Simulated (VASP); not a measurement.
Here is a VASP 6.6.1 calculation.

Contents of INCAR:

```
ALGO     = Normal         # electronic algorithm
EDIFF    = 1E-7           # SCF threshold, eV
ENCUT    = 520            # plane-wave cutoff, eV
GGA      = PE             # functional
ISIF     = 2              # what is computed and relaxed
ISMEAR   = 0              # smearing method
LASPH    = True           # aspherical terms in the spheres
LCHARG   = False          # write CHGCAR
LREAL    = False          # projectors in reciprocal space
LWAVE    = False          # write WAVECAR
NELM     = 60             # most SCF steps
PREC     = Accurate       # precision mode
SIGMA    = 0.1            # smearing width, eV
```

KPOINTS

```
k-points
0
Gamma
  9 9 4
```

The input POSCAR:

```
Ti
1.0
    2.9500000000      0.0000000000      0.0000000000
   -1.4750000000      2.5547749400      0.0000000000
    0.0000000000      0.0000000000      4.6800000000
Ti
2
Direct
    0.3333333300      0.6666666700      0.2500000000
    0.6666666700      0.3333333300      0.7500000000
```

Potentials or basis: VASP PAW PBE potentials, release 64 (Ti_sv).

The run is started by

```bash
$ cat potpaw_PBE.64/Ti_sv/POTCAR > POTCAR
$ mpirun -np 1 vasp_std > vasp.out
```

Predict the pressure.

-1.9 GPa.

What does it give for the band gap on the k mesh?

None (metal or under the smearing width).

Stress tensor (GPa, compression positive):
```
-1.51  0.00  0.00
 0.00 -1.51  0.00
 0.00  0.00 -2.75
```
